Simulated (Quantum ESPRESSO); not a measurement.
The system is AlN.

```
CELL_PARAMETERS angstrom
0.00000 2.18399 2.18399
2.18399 0.00000 2.18399
2.18399 2.18399 0.00000
ATOMIC_POSITIONS crystal
Al 0.00000 0.00000 0.00000
N 0.25000 0.25000 0.25000
```

Measurements of this composition are mostly on another form, of space group No. 186.

```yaml
Program: Quantum ESPRESSO 7.5
Task: phonons
Functional: revPBE
Potentials_or_basis: PseudoDojo 0.4.1 SR PBE standard
Cutoff: 1143 eV
Density_cutoff: 4572 eV
k_mesh: 8 × 8 × 8
Occupations: fermi-dirac, width 0.05 eV
Spin: collinear spin, ferromagnetic start
Starting_moments: "[0.5, 0.0] μB"
Mixing_beta: 0.3
Most_SCF_iterations: 120
SCF_threshold: 4e-10 Ry
Diagonalization: rmm-paro
```

The cell and the atoms were relaxed first, to 10.69 Å³/atom (a = 3.115 Å, b = 3.115 Å, c = 3.115 Å, α = 60.00°, β = 60.00°, γ = 60.00°), and the response was taken there.

The first run showed a gap, so the response started from a second, tighter run with fixed occupations.

At Γ the optical frequencies without the macroscopic field are 639 639 639 cm⁻¹, at a pressure of 0.0 GPa.

Question: How do the modes respond when the cell is scaled evenly, at fixed shape?

Answer: The highest of these modes has a Grüneisen parameter of 1.46 and moves by +4.9 cm⁻¹ per GPa. None of the listed modes softens on compression. The pressures give a bulk modulus of about 191 GPa.

Frequencies at 99 % and 101 % of the volume (pressures 2.0 and -1.9 GPa), ions relaxed:
```csv
mode,99 % (cm⁻¹),101 % (cm⁻¹),Grüneisen parameter
4,648.1,629.5,1.46
5,648.1,629.5,1.46
6,648.1,629.5,1.46
```

Modes are matched by their order; those that don't vary smoothly over the three volumes are left out.

Caveat: the potentials were made for another functional, which shifts forces and pressure; on a mesh that holds Γ this program's dielectric tensor can be off by some percent beyond the error of the mesh.
